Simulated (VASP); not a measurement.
# ScH2 (I4mm) in VASP: a series of runs, part 2 of 2

VASP 6.6.1. The steps go on from the part before.

**3. Single point, PBEsol (all H atoms moved -0.500 Å, as atom 2 along Cartesian [0 0 1])**

File INCAR:

```
SYSTEM = ScH2
PREC     = Accurate       ! precision mode
ENCUT    = 520            ! plane-wave cutoff, eV
EDIFF    = 1E-7           ! SCF threshold, eV
ISMEAR   = 0              ! smearing method
SIGMA    = 0.15           ! smearing width, eV
LREAL    = .FALSE.        ! projectors in reciprocal space
LASPH    = .TRUE.         ! aspherical terms in the spheres
NELM     = 100            ! most SCF steps
ALGO     = Fast           ! electronic algorithm
ISIF     = 2              ! what is computed and relaxed
LWAVE    = .FALSE.        ! write WAVECAR
LCHARG   = .FALSE.        ! write CHGCAR
GGA      = PS             ! functional
NBANDS   = 14             ! bands
```

File KPOINTS:

```
Automatic mesh
0
G
  18 18 18
  0 0 0
```

File POSCAR:

```
ScH2
1.0
    0.0000000000      2.3915800000      2.3915800000
    2.3915800000      0.0000000000      2.3915800000
    2.3915800000      2.3915800000      0.0000000000
Sc H
1 2
Direct
    0.0000000000      0.0000000000      0.0000000000
    0.1454665953      0.1454665953      0.3545334047
    0.6454665953      0.6454665953      0.8545334047
```

Potentials or basis: VASP PAW PBE potentials, release 64 (Sc_sv, H).

Command:

```
$ cat potpaw_PBE.64/Sc_sv/POTCAR potpaw_PBE.64/H/POTCAR > POTCAR
$ mpirun -np 1 vasp_std > vasp.out
```

OUTCAR:

```text
SYSTEM = ScH2
   PREC = Accurate
   ENCUT = 520
   EDIFF = 1E-7
   ISMEAR = 0
   LREAL = .FALSE.
   LASPH = .TRUE.
   NELM = 100
   ISIF = 2
   GGA = PS

 ion  position               nearest neighbor table
   1  0.000  0.000  0.000-   3 1.83   3 1.83   2 1.83   2 1.83
   2  0.145  0.145  0.355-   1 1.83   1 1.83
   3  0.645  0.645  0.855-   1 1.83   1 1.83

  LATTYP: Found a face centered cubic cell.
 ALAT       =     4.7831600000

  Lattice vectors:

 A1 = (   0.0000000000,   2.3915800000,   2.3915800000)
 A2 = (   2.3915800000,   0.0000000000,   2.3915800000)
 A3 = (   2.3915800000,   2.3915800000,   0.0000000000)

Analysis of symmetry for initial positions (statically):
=====================================================================
 Subroutine PRICEL returns:
 Original cell was already a primitive cell.

 Routine SETGRP: Setting up the symmetry group for a
 face centered cubic supercell.

 Subroutine GETGRP returns: Found  8 space group operations
 (whereof  8 operations were pure point group operations)
 out of a pool of 48 trial point group operations.

The static configuration has the point symmetry C_4v.

Analysis of symmetry for dynamics (positions and initial velocities):
[... 176 lines left out ...]
      4     -23.8760      2.00000
      5      -4.9311      2.00000
      6       1.5739      2.00000
      7       4.9813      0.00000
      8       4.9813      0.00000
      9       6.3162      0.00000
     10       6.5969      0.00000
     11       8.3772      0.00000
     12      15.6935      0.00000
     13      17.5545      0.00000
     14      17.5551      0.00000
[... 377 lines left out ...]
      1     -45.2569      2.00000
      2     -24.2011      2.00000
      3     -23.9629      2.00000
      4     -23.9161      2.00000
      5      -2.6118      2.00000
      6      -0.0284      2.00000
      7       4.6421      0.00000
      8       5.0414      0.00000
      9       6.7186      0.00000
     10       7.0756      0.00000
     11       9.6289      0.00000
     12      11.6065      0.00000
     13      13.4735      0.00000
     14      16.6510      0.00000

 [... further k-points ...]
[... 5 lines left out ...]
  --------------------------------------------------------------------------------------
  -------------------------------------------------------------------------------------
  Total        1.7006983      1.7006983     -0.3240801      0.0000000      0.0000000      0.0000000
  in kB       99.5985765     99.5985765    -18.9792147      0.0000000      0.0000000      0.0000000
  external PRESSURE =      60.0726461 kB  Pullay stress =       0.0000000 kB

 VOLUME and BASIS-vectors are now :
 -----------------------------------------------------------------------------
  energy-cutoff  :      520.00
  volume of cell :       27.36
      direct lattice vectors                 reciprocal lattice vectors
     0.000000000  2.391580000  2.391580000    -0.209066809  0.209066809  0.209066809
     2.391580000  0.000000000  2.391580000     0.209066809 -0.209066809  0.209066809
     2.391580000  2.391580000  0.000000000     0.209066809  0.209066809 -0.209066809

 POSITION                                       TOTAL-FORCE (eV/Angst)
 -----------------------------------------------------------------------------------
      0.00000      0.00000      0.00000         0.000000      0.000000     -3.091561
      1.19579      1.19579      0.69579         0.000000      0.000000      1.545781
      3.58737      3.58737      3.08737        -0.000000     -0.000000      1.545781
 -----------------------------------------------------------------------------------
    total drift:                               -0.000000     -0.000000     -0.000286

  FREE ENERGIE OF THE ION-ELECTRON SYSTEM (eV)
  ---------------------------------------------------
  free  energy   TOTEN  =       -14.5719950088 eV

  energy  without entropy=      -14.5624933705  energy(sigma->0) =      -14.56724419
```

stdout:

```text
POSCAR found type information on POSCAR ScH
 POSCAR found :  2 types and       3 ions
 scaLAPACK will be used
 -----------------------------------------------------------------------------
|                                                                             |
|                                                                             |
|     You enforced a specific xc type in the INCAR file but a different       |
|     I HOPE YOU KNOW WHAT YOU ARE DOING!                                     |
|                                                                             |
 -----------------------------------------------------------------------------

 LDA part: xc-table for (Slater+PW92), standard interpolation
 POSCAR, INCAR and KPOINTS ok, starting setup
 FFT: planning ... GRIDC
 FFT: planning ... GRID_SOFT
 FFT: planning ... GRID
 WAVECAR not read
 entering main loop
```

Run time: 1.7 min. Hardware: 1 thread of Intel Xeon 6975P-C (Granite Rapids), shared host; peak memory 0.3 GiB.

Results:

```yaml
Free_energy: -14.5720 eV
Pressure: 6.0 GPa
Largest_force: 3.092 eV/Å
Band_gap_on_the_k_mesh: none (metal or under the smearing width)
```

Forces on the atoms (eV/Å):
```
Sc   0.000  0.000 -3.092
H    0.000  0.000  1.546
H    0.000  0.000  1.546
```

Stress tensor (GPa, compression positive):
```
 9.96  0.00  0.00
 0.00  9.96  0.00
 0.00  0.00 -1.90
```

Caveat: the PAW data sets were made with another functional, which shifts forces and pressure a little.

**4. Single point, PBEsol (all H atoms moved -0.250 Å, as atom 2 along Cartesian [0 0 1])**

File INCAR:

```
  PREC = Accurate
  ENCUT = 520
  EDIFF = 1E-6
  ISMEAR = 0
  SIGMA = 0.15
  LREAL = F
  LASPH = T
  NELM = 100
  ALGO = Fast
  ISIF = 2
  LWAVE = F
  LCHARG = F
  GGA = PS
  NBANDS = 14
```

File KPOINTS:

```
Automatic mesh
0
Gamma
  18 18 18
```

File POSCAR:

```
ScH2
1.0
    0.0000000000      2.3915800000      2.3915800000
    2.3915800000      0.0000000000      2.3915800000
    2.3915800000      2.3915800000      0.0000000000
Sc H
1 2
Direct
    0.0000000000      0.0000000000      0.0000000000
    0.1977332977      0.1977332977      0.3022667023
    0.6977332977      0.6977332977      0.8022667023
```

Command:

```
$ cat potpaw_PBE.64/Sc_sv/POTCAR potpaw_PBE.64/H/POTCAR > POTCAR
$ mpirun -np 1 vasp_std > vasp.out
```

It took 1.7 min on 1 thread of Intel Xeon 6975P-C (Granite Rapids), shared host; peak memory 0.3 GiB.

It converged, with:

| Item | Value |
| --- | --- |
| Free energy | -15.1803 eV |
| Pressure | -0.8 GPa |
| Largest force | 1.684 eV/Å |
| Band gap on the k mesh | none (metal or under the smearing width) |

Forces on the atoms (eV/Å):
```
Sc   0.000  0.000 -1.684
H    0.000  0.000  0.842
H    0.000  0.000  0.842
```

Stress tensor (GPa, compression positive):
```
 0.07  0.00  0.00
 0.00  0.07  0.00
 0.00  0.00 -2.52
```

Levels at points of the mesh, in eV from the Fermi level:
```
           k point  band 3  band 4  band 5  band 6  band 7  band 8  band 9  band 10  band 11  band 12
(0.00, 0.00, 0.00)  -27.83  -27.83   -8.89   -1.00    0.96    0.96    2.46     2.61     2.67    11.92
(0.50, 0.00, 0.00)  -27.89  -27.87   -5.99   -4.33    0.94    1.03    3.39     3.43     5.18     6.55
(0.50, 0.50, 0.00)  -27.94  -27.94   -4.87   -4.59   -1.57    3.54    3.55     3.55     6.87     6.97
(0.00, 0.50, 0.50)  -27.96  -27.95   -4.59   -4.37   -1.85    3.52    3.52     3.57     5.61     6.93
```

Caveat: the PAW data sets were made with another functional, which shifts forces and pressure a little.

**5. The runs side by side**

```csv
cell,further INCAR settings,gap on the mesh (eV),pressure (GPa),largest force (eV/Å)
"all H atoms moved +0.375 Å, as atom 2 along Cartesian [0 0 1]",ALGO = Fast; EDIFF = 1e-06; NBANDS = 14,none,2.2,2.46
"all H atoms moved -0.500 Å, as atom 2 along Cartesian [0 0 1]",ALGO = Fast; EDIFF = 1e-07; NBANDS = 14,none,6.0,3.09
"all H atoms moved -0.250 Å, as atom 2 along Cartesian [0 0 1]",ALGO = Fast; EDIFF = 1e-06; NBANDS = 14,none,-0.8,1.68
```

Alike in all rows: task single point; level PBEsol; potentials or basis VASP PAW PBE potentials, release 64 (Sc_sv, H); no spin polarisation; k mesh 18 × 18 × 18; cutoff (eV) 520; smearing gaussian 0.15 eV.

Caveats: the PAW data sets were made with another functional, which shifts forces and pressure a little.

Total energies depend on the potentials used, so only differences within one code and one set of settings carry meaning.
